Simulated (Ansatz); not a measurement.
# Y2CF2 MXene bilayer (AA) in a perpendicular field

Aim: how the Y2CF2 MXene bilayer (AA) screens a field along its normal, and what the field does to its bands. A positive field points along +c.

Program: Ansatz 0.2.0. Level of theory: plane-wave DFT, PBE-D3(BJ), Ansatz PAW, in the first sound run; inputs show where later runs differ. Values are calculated unless marked as measured.

This is a report of a sequence of runs, with the program logs left out and the cost of each run kept.

In doubt: Bader basins on short bonds need a finer grid (steps 3, 7), which would bear on Bader charges.

### 1. The system as given

The cell holds 10 atoms: 4 F, 4 Y and 2 C. Cell: a = 3.478 Å, b = 3.478 Å, c = 56.010 Å, α = 90.0°, β = 90.0°, γ = 120.0°. Regions: layer 1: Y2CF2 MXene, 5 atoms (2 F, 2 Y and 1 C); layer 2: Y2CF2 MXene, 5 atoms (2 F, 2 Y and 1 C). Vacuum lies along c.

As a file:

```xyz
10
Lattice="3.4778 0.0000 0.0000 -1.7389 3.0118 0.0000 0.0000 0.0000 56.0097" Properties=species:S:1:pos:R:3
F     0.0000    2.0079   21.7500
Y     1.7389    1.0039   22.8302
C     0.0000    0.0000   24.2024
Y     0.0000    2.0079   25.5746
F     1.7389    1.0039   26.6548
F     0.0000    2.0079   29.3548
Y     1.7389    1.0039   30.4350
C     0.0000    0.0000   31.8072
Y     0.0000    2.0079   33.1795
F     1.7389    1.0039   34.2597
```

### 2. Relaxing the slab

The starting cell is a guess, so the in-plane lattice and the atoms are relaxed first, with the slab cut off from its images along the normal.

Contents of input.yaml:

```yaml
crystal:
  lattice:
    - [3.47776, 0.0, 0.0]
    - [-1.73888, 3.0118285083, 0.0]
    - [0.0, 0.0, 56.0096574198]
  atoms:
    - { symbol: F, position: [0.3333333333, 0.6666666667, 0.3883258888] }
    - { symbol: "Y", position: [0.6666666667, 0.3333333333, 0.4076115435] }
    - { symbol: C, position: [0.0, 0.0, 0.4321114513] }
    - { symbol: "Y", position: [0.3333333333, 0.6666666667, 0.4566113591] }
    - { symbol: F, position: [0.6666666667, 0.3333333333, 0.4758970138] }
    - { symbol: F, position: [0.3333333333, 0.6666666667, 0.5241029862] }
    - { symbol: "Y", position: [0.6666666667, 0.3333333333, 0.5433886409] }
    - { symbol: C, position: [0.0, 0.0, 0.5678885487] }
    - { symbol: "Y", position: [0.3333333333, 0.6666666667, 0.5923884565] }
    - { symbol: F, position: [0.6666666667, 0.3333333333, 0.6116741112] }
  periodic: [true, true, false]
kpoints:
  mp_grid: { grid: [12, 12, 1] }
hamiltonian:
  xc: pbe
  dispersion: d3bj
scf:
  occupations: { method: fermi_dirac, width: 0.05 }
  convergence: { dr2_threshold: 1.0e-09 }
relax:
  f_tol: 0.004
  max_steps: 90
  cell: {}
output:
  write_potential: true
  write_density: true
  volumetric_format: npy
```

Launch:

```console
$ ansatz run input.yaml --threads 4 --pin off --max-ram 6144MiB --backend cpu --events-out ev --progress --plain --runs-dir out
```

Wall time 2.2 min (4 threads of Intel Xeon 6975P-C (Granite Rapids), shared host); peak memory 1.6 GiB.

Step by step:

| step | energy less that of the first step (eV) | largest force component (eV/Å) | volume (Å³) |
| --- | --- | --- | --- |
| 1 | 0.0000 | 1.0071 | 586.67 |
| 2 | -0.3653 | 0.3532 | 612.49 |
| 3 | -0.3570 | 0.7654 | 622.35 |
| 4 | -0.4114 | 0.0630 | 612.29 |
| 5 | -0.4498 | 0.1061 | 612.15 |
| 6 | -0.5068 | 0.0988 | 613.90 |
| 7 | -0.5372 | 0.1453 | 618.78 |
| 8 | -0.5418 | 0.0782 | 621.26 |
| 9 | -0.5416 | 0.1267 | 623.81 |
| 10 | -0.5428 | 0.0457 | 623.50 |
| 11 | -0.5435 | 0.0017 | 622.99 |
| 12* | -0.5768 | 0.0017 | 622.99 |
| 13 | -0.5765 | 0.0174 | 624.64 |
| 14 | -0.5763 | 0.0023 | 625.46 |
| 15* | -0.5777 | 0.0023 | 625.46 |

Relaxation steps marked * repeat the geometry before them on a plane-wave basis chosen anew for their cell, so energy and pressure can jump there. Relaxation step 3 was tried and not accepted.

The run keeps the 12 symmetry operations that the program found, so distortions that break them were not tested.

| cell as run | before | after | change |
| --- | --- | --- | --- |
| a (Å) | 3.478 | 3.591 | +3.3 % |
| b (Å) | 3.478 | 3.591 | +3.3 % |

The atoms that moved most (Å, along periodic axes as changes of fractional coordinates times the final cell, across vacuum about the mean position):

| atom | dx | dy | dz | length |
| --- | --- | --- | --- | --- |
| F6 | 0.000 | 0.000 | -0.582 | 0.582 |
| F5 | 0.000 | 0.000 | 0.582 | 0.582 |
| Y2 | 0.000 | 0.000 | 0.556 | 0.556 |
| Y9 | 0.000 | 0.000 | -0.556 | 0.556 |
| C8 | 0.000 | 0.000 | -0.549 | 0.549 |
| C3 | 0.000 | 0.000 | 0.549 | 0.549 |
| Y7 | 0.000 | 0.000 | -0.537 | 0.537 |
| Y4 | 0.000 | 0.000 | 0.537 | 0.537 |

The relaxed structure:

```xyz
10
Lattice="3.5909 0.0000 0.0000 -1.7955 3.1098 0.0000 0.0000 0.0000 56.0097" Properties=species:S:1:pos:R:3
F     0.0000    2.0732   22.2260
Y     1.7955    1.0366   23.3860
C     0.0000    0.0000   24.7515
Y     0.0000    2.0732   26.1116
F     1.7955    1.0366   27.2370
F     0.0000    2.0732   28.7727
Y     1.7955    1.0366   29.8980
C     0.0000    0.0000   31.2581
Y     0.0000    2.0732   32.6237
F     1.7955    1.0366   33.7837
```

The lattice constant a goes from 3.478 to 3.591 Å.

### 3. Single point, field 0

A sawtooth potential applies the field, turning back in the middle of the vacuum. With the dipole correction the typed value is the field outside the slab. The induced dipole is small, so the SCF threshold is tight.

The cell differs from the one that the last finished run ended in (c 56.010 → 29.558 Å).

Contents of input.yaml:

```yaml
crystal:
  lattice:
    - [3.5909093606, 0.0, 0.0]
    - [-1.7954546803, 3.109818729, 0.0]
    - [0.0, 0.0, 29.557692505]
  atoms:
    - { symbol: F, position: [0.3333333333, 0.6666666667, 0.3044892628] }
    - { symbol: "Y", position: [0.6666666667, 0.3333333333, 0.3437338961] }
    - { symbol: C, position: [0.0, 0.0, 0.3899332525] }
    - { symbol: "Y", position: [0.3333333333, 0.6666666667, 0.4359489666] }
    - { symbol: F, position: [0.6666666667, 0.3333333333, 0.4740220201] }
    - { symbol: F, position: [0.3333333333, 0.6666666667, 0.5259779799] }
    - { symbol: "Y", position: [0.6666666667, 0.3333333333, 0.5640510334] }
    - { symbol: C, position: [0.0, 0.0, 0.6100667475] }
    - { symbol: "Y", position: [0.3333333333, 0.6666666667, 0.6562661039] }
    - { symbol: F, position: [0.6666666667, 0.3333333333, 0.6955107372] }
kpoints:
  mp_grid: { grid: [18, 18, 1] }
  band_path:
    path: [[0, 0, 0], [0.5, 0, 0], [0.33333333, 0.33333333, 0], [0, 0, 0]]
    npoints: 16
hamiltonian:
  xc: pbe
  dispersion: d3bj
scf:
  occupations: { method: fermi_dirac, width: 0.02585 }
  convergence: { dr2_threshold: 1.0e-10 }
efield:
  axis: 3
  dipole_correction: true
  ramp_position: 0.97
  ramp_width: 0.06
  amplitude: 0
output:
  dos: { projected: true, e_range: [-6, 5] }
  bader: true
  write_potential: true
  write_density: true
  volumetric_format: npy
  elf: true
```

The job ended after 25 s (4 threads; peak memory 1.3 GiB).

This step gave:

* gap on the k-mesh: 1.121 eV
* dipole along the normal: 3.22e-7 e·Å
* gap along the path: 1.120 eV
* smallest direct gap along the path: 1.281 eV
* ionisation energy, upper face: 4.249 eV
* electron affinity, upper face: 3.129 eV
* gap, the smaller of path and mesh: 1.120 eV

Running mean over a fixed 2.5 Å (it still follows the layers) of the planar mean; the ramp of the sawtooth is left out. Table of electron's electrostatic potential energy less the Fermi level by z:

| z (Å) | electron's electrostatic potential energy less the Fermi level (eV) |
| --- | --- |
| 4 | 3.67 |
| 5 | 3.67 |
| 6 | 3.67 |
| 7 | 3.55 |
| 8 | 1.04 |
| 9 | -4.60 |
| 10 | -8.27 |
| 11 | -7.53 |
| 12 | -7.47 |
| 13 | -8.43 |
| 14 | -5.66 |
| 15 | -4.13 |
| 16 | -7.39 |
| 17 | -8.41 |
| 18 | -7.04 |
| 19 | -8.23 |
| 20 | -7.48 |
| 21 | -1.75 |
| 22 | 2.66 |
| 23 | 3.64 |
| 24 | 3.67 |
| 25 | 3.67 |
| 26 | 3.67 |

The density of states has structure finer than the step of the table below, so its rows give means over 0.25 eV. Peaks (eV: height): -1.950: 11.6, -1.340: 12.1, -1.150: 16.9, -0.760: 11.4, 1.940: 4.42, 2.270: 5.60, 2.460: 7.33.

Table of density of states by energy, zero at the Fermi level of the run, which the smearing sets inside the gap; means over each step:

| energy (eV) | density of states (states/eV a cell) |
| --- | --- |
| -2.50 | 0 |
| -2.25 | 0.486 |
| -2.00 | 8.46 |
| -1.75 | 6.52 |
| -1.50 | 5.01 |
| -1.25 | 11.4 |
| -1.00 | 6.39 |
| -0.75 | 7.22 |
| -0.50 | 0.618 |
| -0.25 | 0 |
| 0.00 | 0 |
| 0.25 | 0 |
| 0.50 | 0.177 |
| 0.75 | 1.33 |
| 1.00 | 1.99 |
| 1.25 | 2.19 |
| 1.50 | 2.42 |
| 1.75 | 2.96 |
| 2.00 | 3.09 |
| 2.25 | 2.80 |

Projected DOS per atom over height of the atomic layer and energy from the Fermi level. Layers: F Y C Y F F Y C Y F from below.

Ten even steps from '_' (0.00 states/eV) to '@' (3.16 states/eV), each cell a mean:
```
__::__::____::__::__
__::__::____::__::__
__..__..____..__..__
__..__..____..__..__
__..__..____..__..__
____________________
____________________
____________________
__..++..____..++..__
__--@@--____--@@--__
__..==..____..==..__
__::**::____::**::__
____________________
____________________
____________________
____________________
____________________
____________________
____________________
____________________
____________________
____________________
```
Columns: height of the atomic layer (Å) from 9 to 20.6 (not evenly spaced); rows upwards: energy from the Fermi level (eV) from -5.96 to 2.5.

Electronic bands along the path, in eV, zero at the Fermi level of the run, which the smearing sets inside the gap:

| point | band 37 | band 38 | band 39 | band 40 | band 41 | band 42 | band 43 | band 44 |
| --- | --- | --- | --- | --- | --- | --- | --- | --- |
| Γ | -0.58 | -0.58 | -0.58 | -0.58 | 2.26 | 2.28 | 2.53 | 2.53 |
| halfway | -1.46 | -1.39 | -0.73 | -0.70 | 1.30 | 1.43 | 2.75 | 2.96 |
| M | -1.16 | -1.11 | -0.76 | -0.74 | 0.54 | 0.74 | 3.68 | 4.00 |
| halfway | -1.28 | -1.25 | -1.16 | -1.12 | 1.38 | 1.54 | 3.38 | 3.71 |
| K | -1.72 | -1.72 | -1.16 | -1.13 | 2.27 | 2.48 | 3.29 | 3.29 |
| halfway | -1.43 | -1.38 | -1.00 | -1.00 | 2.01 | 2.01 | 2.11 | 2.18 |
| Γ | -0.58 | -0.58 | -0.58 | -0.58 | 2.26 | 2.28 | 2.53 | 2.53 |

Electrostatic potential energy in the ca plane at fractional y = 0.333, with atoms of Y and F within 0.2 Å of it. With pseudopotentials it is smooth inside the atoms' cores, unlike the true potential.

Ten even steps from '0' (-50 eV) to '9' (7 eV), each cell a mean:
```
99999999999999999999987557899998899999986557
99999999999999999999873002689999963599862003
99999999999999999999851000589999821279840001
99999999999999999999861001589999831389840001
99999999999999999999875224799999987899874225
99999999999999999999998778999988889999988778
99999999999999999999999999999887789999999999
99999999999999999999999999999877789999999999
99999999999999999999998889999988889999998889
```
Columns run along c (16.0 Å, from fractional 0.05 to 0.59 of the cell; values clipped at the 3rd and 97th percentile), rows up along a (3.6 Å). Atoms in or near the plane, at fractional coordinates: Y at (0.34, 0.67), F at (0.47, 0.67), Y at (0.56, 0.67).

Valence density in the ca plane at fractional y = 0.333, with atoms of Y and F within 0.2 Å of it. It is the smooth field of the valence electrons, not physical close to the nuclei.

Values in units of 1e0 e/Å³, 5 rows by 16 columns, each cell a mean:
```
0.0 0.0 0.0 0.0 0.0 0.0 0.0 0.1 1.4 0.7 0.1 0.2 1.3 0.2 0.7 1.4
0.0 0.0 0.0 0.0 0.0 0.0 0.0 0.3 3.1 1.7 0.1 0.4 7.6 0.8 1.8 3.1
0.0 0.0 0.0 0.0 0.0 0.0 0.0 0.1 1.6 0.8 0.1 0.2 1.5 0.3 0.8 1.5
0.0 0.0 0.0 0.0 0.0 0.0 0.0 0.1 0.2 0.2 0.3 0.3 0.1 0.1 0.2 0.2
0.0 0.0 0.0 0.0 0.0 0.0 0.0 0.1 0.1 0.2 0.3 0.3 0.1 0.1 0.1 0.2
```
Columns run along c (16.0 Å, from fractional 0.05 to 0.59 of the cell), rows up along a (3.6 Å). Atoms in or near the plane, at fractional coordinates: Y at (0.34, 0.67), F at (0.47, 0.67), Y at (0.56, 0.67).

ELF in the ca plane at fractional y = 0.333, with atoms of Y and F within 0.2 Å of it. It is the smooth field of the valence electrons, not physical close to the nuclei.

Ten even steps from '0' (0.00) to '9' (0.85), each cell a mean:
```
00000000000000000000014663234210146520015763
00000000000000000000059999412201599971069998
00000000000000000000179669611102886893189679
00000000000000000000169889611101798982179889
00000000000000000000027997223200378840048996
00000000000000000011101221365310013200101322
00000000000000000024431014786322200002421025
00000000000000000124541026886323310003531036
00000000000000000013320012576311100001210013
```
Columns run along c (16.0 Å, from fractional 0.05 to 0.59 of the cell), rows up along a (3.6 Å). Atoms in or near the plane, at fractional coordinates: Y at (0.34, 0.67), F at (0.47, 0.67), Y at (0.56, 0.67).

The gap is 1.12 eV, with the valence edge 4.25 eV and the conduction edge 3.13 eV under the upper vacuum level.

### 4. Single point, field 0.1 V/Å

Changes to input.yaml since step 3:

```diff
@@ -32,6 +32,4 @@
   ramp_width: 0.06
-  amplitude: 0
+  amplitude: 0.1
 output:
-  dos: { projected: true, e_range: [-6, 5] }
-  bader: true
   write_potential: true
@@ -39,2 +37 @@
   volumetric_format: npy
-  elf: true
```

Elapsed: 17 s, on 4 threads; peak memory 1.2 GiB.

The dipole is 0.0627 e·Å, and the gap 1.017 eV.

### 5. Atoms held, field -0.1 V/Å

Changes to input.yaml since step 4:

```diff
@@ -32,3 +32,3 @@
   ramp_width: 0.06
-  amplitude: 0.1
+  amplitude: -0.1
 output:
```

Run time: 17 s. Hardware: 4 threads; peak memory 1.2 GiB.

The dipole is -0.0627 e·Å, and the gap 1.017 eV.

### 6. Single point, field 0.5 V/Å

Changes to input.yaml since step 5:

```diff
@@ -32,3 +32,3 @@
   ramp_width: 0.06
-  amplitude: -0.1
+  amplitude: 0.5
 output:
```

Run time: 19 s. Hardware: 4 threads; peak memory 1.2 GiB.

The dipole is 0.314 e·Å, and the gap 0.442 eV.

### 7. Atoms held, field -0.3 V/Å

Changes to input.yaml since step 6:

```diff
@@ -32,4 +32,6 @@
   ramp_width: 0.06
-  amplitude: 0.5
+  amplitude: -0.3
 output:
+  dos: { projected: true, e_range: [-6, 5] }
+  bader: true
   write_potential: true
@@ -37 +39,2 @@
   volumetric_format: npy
+  elf: true
```

Wall time 29 s (4 threads); peak memory 1.2 GiB.

The dipole is -0.188 e·Å, and the gap 0.738 eV.

### 8. Response, atoms held

This step: plane-wave DFT, PBE-D3(BJ), Ansatz PAW; response to a field along the normal, atoms held (Ansatz 0.2.0).

The dipoles give the slope, and the difference of two potentials shows where the field is screened.

This step gave:

```
equivalent conductor thickness p/(ε₀AE) : 10.15 Å
distance between the outer atoms        : 11.56 Å
```

Table of dipole of the cell by applied field:

| applied field (V/Å) | dipole of the cell (e·Å) |
| --- | --- |
| -0.300 | -0.188 |
| -0.100 | -0.0627 |
| 0.000 | 3.2e-7 |
| 0.100 | 0.0627 |
| 0.500 | 0.314 |

Local field over the applied field, running mean. From the potentials at -0.1 and 0.1 V/Å; running mean over 2.5 Å. Local field over applied field against z:

| z (Å) | local field over applied field |
| --- | --- |
| 5 | 0.999 |
| 6 | 0.993 |
| 7 | 0.940 |
| 8 | 0.747 |
| 9 | 0.469 |
| 10 | 0.213 |
| 11 | 0.0750 |
| 12 | 0.0706 |
| 13 | 0.207 |
| 14 | 0.371 |
| 15 | 0.419 |
| 16 | 0.305 |
| 17 | 0.135 |
| 18 | 0.0498 |
| 19 | 0.123 |
| 20 | 0.312 |
| 21 | 0.596 |
| 22 | 0.848 |
| 23 | 0.976 |
| 24 | 0.997 |
| 25 | 1.000 |

The induced electron density oscillates, so the rows of the table below give means over 1 Å (shorter at the two ends). Its distinct maxima (Å: e/Å³ per V/Å): 8.4: 0.00275, 9.2: 0.00199, 10.2: 0.00148, 15.7: 0.00165, 20.0: -7.4e-4, 20.7: -0.00114. Distinct minima: 8.9: 0.00114, 9.6: 7.4e-4, 13.9: -0.00165, 19.4: -0.00148, 20.4: -0.00199, 21.1: -0.00275.

Electrons, planar mean, per unit field. Table of induced electron density by z; means over each step:

| z (Å) | induced electron density (e/Å³ per V/Å) |
| --- | --- |
| 5 | 3.5e-6 |
| 6 | 3.5e-5 |
| 7 | 3.4e-4 |
| 8 | 0.00190 |
| 9 | 0.00161 |
| 10 | 0.00113 |
| 11 | 4.1e-4 |
| 12 | -3.5e-4 |
| 13 | -0.00122 |
| 14 | -8.8e-4 |
| 15 | 1.2e-4 |
| 16 | 0.00124 |
| 17 | 0.00107 |
| 18 | 3.4e-5 |
| 19 | -0.00103 |
| 20 | -0.00120 |
| 21 | -0.00205 |
| 22 | -0.00102 |
| 23 | -1.3e-4 |
| 24 | -1.2e-5 |
| 25 | -1.4e-6 |

The smaller of the gaps on the path and on the k-mesh, counted as 0 under 0.03 eV. The gap by applied field:

| applied field (V/Å) | gap (eV) |
| --- | --- |
| -0.300 | 0.738 |
| -0.100 | 1.02 |
| 0.000 | 1.12 |
| 0.100 | 1.02 |
| 0.500 | 0.442 |

By hand: between -0.1 and 0.1 V/Å the dipole changes by 0.1253 e·Å, a slope of 0.6265 e·Å²/V. A perfect conductor of thickness t has p = ε₀AEt, so t = 180.95 × 0.6265 / 11.167 = 10.15 Å (e/ε₀ = 180.95 V·Å, A in Å²).

The induced dipole is that of a conductor 10.15 Å thick.

### 9. Field on, atoms free, field 0.1 V/Å

This step: plane-wave DFT, PBE-D3(BJ), Ansatz PAW (Ansatz 0.2.0).

Now the atoms may follow the field. A weak field makes forces of meV/Å to tens of meV/Å, so the force tolerance is set well below the usual one.

Changes to input.yaml since step 7:

```diff
@@ -17,6 +17,3 @@
 kpoints:
-  mp_grid: { grid: [18, 18, 1] }
-  band_path:
-    path: [[0, 0, 0], [0.5, 0, 0], [0.33333333, 0.33333333, 0], [0, 0, 0]]
-    npoints: 16
+  mp_grid: { grid: [12, 12, 1] }
 hamiltonian:
@@ -32,6 +29,7 @@
   ramp_width: 0.06
-  amplitude: -0.3
+  amplitude: 0.1
+relax:
+  f_tol: 0.001
+  max_steps: 60
 output:
-  dos: { projected: true, e_range: [-6, 5] }
-  bader: true
   write_potential: true
@@ -39,2 +37 @@
   volumetric_format: npy
-  elf: true
```

Wall time 18 s (4 threads); peak memory 0.99 GiB.

Hardly anything moved in the relaxation; the energy changed by under 0.2 meV an atom.

This step gave:

```yaml
gap_on_the_k_mesh: 1.100 eV
dipole_along_the_normal: 0.07687 e·Å
```

The relaxation took 5 steps and lowered the energy by 7.2e-4 eV; the largest force on the free atoms ends at 3.0e-4 eV/Å.

The dipole is 0.0769 e·Å, and the gap on the mesh 1.100 eV.

### 10. Field on, atoms free, field -0.1 V/Å

The opposite sign, again from the field-free geometry; the difference of the two cancels what relaxes without a field.

Changes to input.yaml since step 9:

```diff
@@ -29,3 +29,3 @@
   ramp_width: 0.06
-  amplitude: 0.1
+  amplitude: -0.1
 relax:
```

Run time: 18 s. Hardware: 4 threads; peak memory 0.98 GiB; 68 s of CPU time.

No atom moved by 0.005 Å in the relaxation.

Read from the output:

```yaml
dipole_along_the_normal: -0.07687 e·Å
```

The relaxation took 5 steps and lowered the energy by 7.2e-4 eV; the largest force on the free atoms ends at 3.1e-4 eV/Å.

The dipole is -0.0769 e·Å, and the gap on the mesh 1.100 eV.

(Continued in part 2 of 2.)

[Long decimals in the printed logs are rounded to 6 places.]

[Logs are printed without paths, hosts, clocks, repeated set-up lines and the standing remarks that a program may print on its own settings, such as how far it seeks lower states.]

[Hosts, paths, dates, database ids (printed as entryN), source tags and the programs' standing remarks are cut or masked in the printed files.]

[Maps of the electrostatic potential energy from Ansatz leave out the sawtooth potential of an applied field or a dipole correction, so their vacuum need not be flat; planar profiles and work functions include it.]

[The density of states shown here was stored with 400 of the rows of the run's finer table, so its peaks can read low, often by over a quarter, or be missed, and its means over a window can be off by a tenth or more.]
